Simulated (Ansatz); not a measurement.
Pb:

```
CELL_PARAMETERS angstrom
0.00000 2.47502 2.47502
2.47502 0.00000 2.47502
2.47502 2.47502 0.00000
ATOMIC_POSITIONS crystal
Pb 0.00000 0.00000 0.00000
```

Below is the output of Ansatz 0.2.0 for this cell. Logs are shortened: lines on timing, memory, paths and dates and some standing lists are left out, and cuts for length are marked.

```text
Warning: RAYON_NUM_THREADS=2 ignored (pool sized by the plan → 2); use --threads N
Engine: ansatz 0.2.0, x86_64-unknown-linux-gnu
Pseudopotentials: kind: paw
Pseudopotential: Pb, paw, valence charge 14, recommended cutoff 420 eV (normal), Pb.paw.azcp
Functional definition: SPW92
  exchange = slater_x
  correlation = pw_c
Crystal: 1 atoms, lattice volume = 30.323 Å³
Basis set: ecut = 420 eV, 609 PW (Γ)
Bands: 11, of which v1, the nominal top of the filled ones, is band 7 counted from 1 (6 counted from 0)
Symmetry: 48 space group operations
Space group: Fm-3m (ITA 225), of the structure as read, at distance tolerance 3.1e-5 Å
k-points: 35 of 729
Non-local potential: Pb, projectors of the file, l = 0: 2, l = 1: 2, l = 2: 2, l = 3: 2
PAW form: soft (Blöchl's): semilocal exchange-correlation on the pseudo side does not see the compensation charge
PAW frozen core: Pb, regenerated for the run's functional, and the local potential with it (the file was generated under x = pbe(κ = 0.804, μ = 0.2195149727645171), c = pbe(β = 0.06672455060314922))
PAW one-centre angular grid: Pb, 590 points (default); XC on 64 Gauss nodes
Initial density: superposition of atomic densities (neutral atoms: chi_scale 0, normalization atom), corrected by the library's trained network
Initial wavefunctions: pseudopotential atomic-orbital guess
Functional: x = slater, c = lda
SCF iter   1: F=—  HF=-11602.366557 eV  |F-HF|=—  |Δ(HF+E_count)|=         —  Δρ=4.79e-3  dr2=3.80e-3  ethr=1.77e-3  ⟨swp⟩=5.9  Hψ=2557  notcnv=0
preconditioner: auto → none  [insulator: Δε(μ)=0.236 eV  Ē_g=19.862 eV  σ=0.050 eV  W_gap=0.54  n_scr=8 (ndim 8)  ℏωp=25.2 eV  f_vac=0.000  D(μ)=0.41/eV (n_scr^D=0)  ε∞_Penn≈2.6]
SCF iter   2: F=—  HF=-11602.364920 eV  |F-HF|=—  |Δ(HF+E_count)|=   1.64e-3  Δρ=1.56e-3  dr2=3.73e-4  ethr=2.71e-5  ⟨swp⟩=2.4  Hψ=886  notcnv=0  defer=5
SCF iter   3: F=—  HF=-11602.364868 eV  |F-HF|=—  |Δ(HF+E_count)|=   5.21e-5  Δρ=1.94e-4  dr2=8.45e-6  ethr=2.66e-6  ⟨swp⟩=2.0  Hψ=587  notcnv=0  defer=5
SCF iter   4: F=—  HF=-11602.364865 eV  |F-HF|=—  |Δ(HF+E_count)|=   2.93e-6  Δρ=4.55e-5  dr2=6.35e-7  ethr=6.04e-8  ⟨swp⟩=2.5  Hψ=604  notcnv=0  defer=5
iter 5 did not close the SCF: its close was put off for the readings that it lacked (scf_convergence_deferred on its scf_iter line)
SCF iter   5: F=-11602.364864 eV  HF=-11602.364864 eV  |F-HF|=6.85e-9  |Δ(HF+E_count)|=   3.06e-7  Δρ=4.98e-6  dr2=7.07e-9  ethr=4.54e-9  ⟨swp⟩=2.0  Hψ=618  notcnv=0  defer=5
SCF iter   6: F=-11602.364864 eV  HF=-11602.364864 eV  |F-HF|=6.55e-11  |Δ(HF+E_count)|=   2.82e-9  Δρ=4.52e-7  dr2=6.86e-11  ethr=5.05e-11  ⟨swp⟩=3.3  Hψ=1664  notcnv=0
SCF 1 converged in 6 iterations: F = -11602.364864 eV  dr2 = 6.86e-11
  greatest PAW one-centre occupation: 0.979 electrons in one spin orbital (limit 2), on the Pb atom at site 0 (counted from 0), in its partial waves of l = 2
[... 32 lines left out ...]
SCF converged after 5 iterations
Free energy (F): -11602.374308 eV
Harris-Foulkes:  -11602.374308 eV  (|F-HF|=5.46e-12)
Internal energy: -11602.371243 eV  (E = F + TS)
E sigma→0 (E₀):  -11602.372776 eV
Entropy (-TS):   -0.003064 eV (-3.064 meV/atom)
Fermi energy:    11.095857 eV
--- Per-component energies (eV) ---
  E_band       = -32.209788
  E_kinetic    = 290.290863
  E_local      = -989.764559  (includes V_loc(G=0)·N_el)
  E_nonlocal   = 353.632374
  E_hartree    = 392.176175
  E_xc         = -219.685853
  E_vxc        = -134.223474  (∫ρ·V_xc dr)
  E_paw        = -10102.452094  (= ΣΔE_a)
  E_vpaw       = -336.497395  (= ΣTr[D̂ρ^β])
  E_aug_tail   = 0.000043  (compensation charges beyond the density's cutoff)
  E_ewald      = -1326.490479
  E_core_change = -0.077714  (= ΣΔE_core)
  E_smearing   = -0.003064  (= −TS)
  E_closure    = 0.000000  (closes the sum)
  Σ components = -11602.374308   (vs F -11602.374308, Δ=0.00e0)
--- Forces (eV/Å), atoms counted from 1 ---
  atom   1  Pb    -0.00000000     0.00000000     0.00000000
  max |Σ_I F_I| component: 1.84e-30 eV/Å
--- Stress (GPa, compression-positive) ---
       -0.031112       0.000000       0.000000
        0.000000      -0.031112       0.000000
        0.000000       0.000000      -0.031112
  P = ⅓ Tr σ = -0.0311 GPa (-0.311 kbar)
--- Band table (eV; the first three rows and the last of 35) ---
  k-point 0: bands = ["-5.7454", "-5.7454", "-5.7454", "-5.5817", "-5.5817", "-0.8343", "18.9525", "18.9525", "18.9525", "21.1314", "23.2352"]
  k-point 1: bands = ["-5.7466", "-5.7264", "-5.7264", "-5.5820", "-5.5820", "-0.5858", "16.5235", "18.6619", "18.6619", "20.8084", "24.0803"]
  k-point 2: bands = ["-5.7548", "-5.7038", "-5.7038", "-5.5565", "-5.5565", "0.1605", "12.9323", "18.0368", "18.0368", "20.5357", "23.3847"]
  k-point 34: bands = ["-5.7393", "-5.7235", "-5.6298", "-5.5222", "-5.4015", "4.4141", "9.3566", "10.3300", "12.0517", "21.8823", "22.9173"]
--- Relaxed structure (3 steps of the walk, 3 accepted, 1 SCFs on fresh bases) ---
  F+E_penalty+E_count = -11602.37430775 eV   max|allowed force component| = 0.000e0 eV/Å   (the final SCF, on the basis selected at the relaxed cell)
  cell:  # Å, volume = 29.0095 Å³
    - [-8.27997955345533e-35, 2.4387653616823015, 2.4387653616823015]
    - [2.4387653616823015, -5.668601386596343e-34, 2.4387653616823015]
    - [2.4387653616823015, 2.4387653616823015, 2.5476860164477963e-35]
  atoms:
    - { symbol: Pb, position: [0.0, 0.0, 0.0] }
```

What input gives this log?

Relaxation of cell and atoms with LDA, no spin polarisation. The files as run (others can give the same):

input.yaml
```yaml
crystal:
  lattice:
    - [0.0, 2.47502, 2.47502]
    - [2.47502, 0.0, 2.47502]
    - [2.47502, 2.47502, 0.0]
  atoms:
    - { symbol: Pb, position: [0.0, 0.0, 0.0] }
hamiltonian:
  xc: lda
  pseudopotentials: { kind: paw }
kpoints:
  mp_grid: { grid: [9, 9, 9] }
scf:
  occupations: { method: fermi_dirac, width: 0.05 }
output:
  forces: true
  stress: true
  eigenvalues: true
relax:
  f_tol: 0.01
  max_steps: 40
  cell: { stress_tol: 0.05 }
```

Potentials or basis: Ansatz PAW.
Run with:
```bash
$ ansatz run input.yaml --threads 2 --pin off --max-ram 5632MiB --backend cpu --events-out ev --progress --plain --runs-dir out
```

Caveat: the plane-wave basis is chosen anew once the cell has moved, so the energies of steps on either side of that aren't comparable; the PAW data sets come from PBE, with cores solved anew for the run's functional, which leaves a small shift of forces and pressure.
